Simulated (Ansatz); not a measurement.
# Structures of Al3GaN4: which is lowest?

Plane-wave DFT in Ansatz with scalar-relativistic PAW potentials, cutoff 500 eV, Γ-centred meshes chosen by cell and gap, Gaussian smearing with energies taken to zero width. Every cell was relaxed (cell and atoms) in a run of its own, within the symmetry of its start. Functional: r2SCAN.

Relaxed structures (starts from databases or built by putting these elements on another compound's sites):
A. P-43m, 8 atoms in the computed cell, a = 4.401 Å; sites (symmetry × multiplicity) Al -42.m × 3, Ga -43m × 1, N .3m × 4; start: database
B. Pm, 8 atoms in the computed cell, a = 5.038 Å, b = 3.125 Å, c = 5.410 Å, β = 90.0°; sites (symmetry × multiplicity) Al m × 1 + m × 1 + m × 1, Ga m × 1, N m × 1 + m × 1 + m × 1 + m × 1; start: database

Q: Rank them by energy. Could pressure change the order?

A:
| structure | group | E − E(lowest) (meV/atom) | V (Å³/atom) | gap on mesh (eV) |
| --- | --- | --- | --- | --- |
| B | Pm | 0.0 | 10.65 | 4.15 |
| A | P-43m | 15.7 | 10.66 | 4.01 |

B is lowest, 16 meV/atom under A. The two lowest differ in volume by under 3 %, too little for a first-order estimate of what pressure does to that pair (other pairs aren't weighed here); with rigid cells even 3 % in favour of the higher one would need about 8 GPa. Other structures may lie lower than all of these, and vibrations aren't counted.